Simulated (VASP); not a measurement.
Runs of VASP 6.6.1 on HgSe. It takes space group F-43m (No. 216, cubic). Conventional cell: a = 6.078 Å, b = 6.078 Å, c = 6.078 Å, α = 90.00°, β = 90.00°, γ = 90.00°. Hg (site symmetry -43m) is surrounded by 4 Se at 2.63 Å. Se (site symmetry -43m) has 4 Hg at 2.63 Å as nearest neighbours. 

```csv
task,level,spin,cell,cutoff (eV),grid for exact exchange (PRECFOCK),screening parameter,gap on the mesh (eV),pressure (GPa),relaxed volume (Å³/atom)
band structure,HSEsol,off,as given,520,Fast,-,-,1.2,-
relaxation of cell and atoms,HSE06,off,relaxed,600,Fast,0.2 1/A,none,0.0,29.78
relaxation of cell and atoms,HSEsol,off,relaxed,600,Fast,-,none,0.0,(b)
single point,HSE06,"SOC, no magnetisation",as given,520,Fast,0.2 1/A,-,(a),-
band structure,HSE06,off,as given,520,Normal,0.2 1/A,-,3.4,-
```

Alike in all rows: potentials or basis VASP PAW PBE potentials, release 64 (Hg, Se); k mesh 4 × 4 × 4; smearing fermi-dirac 0.05 eV; the mesh is coarse, so values aren't converged.

Question: Fill in the values left out.

Answer: (a) 3.0; (b) 28.68.

Caveats: all runs use coarse meshes; the PAW data sets were made with another functional, which shifts forces and pressure a little; spin-orbit coupling is left out, which moves the levels of the heavy elements (some runs).

A k mesh can miss the band edges, and rows without SOC leave out spin-orbit coupling on Hg, Se.

A gap of «none» marks a metal or a gap under the smearing width.

Runs at the PBE level aren't shown here.
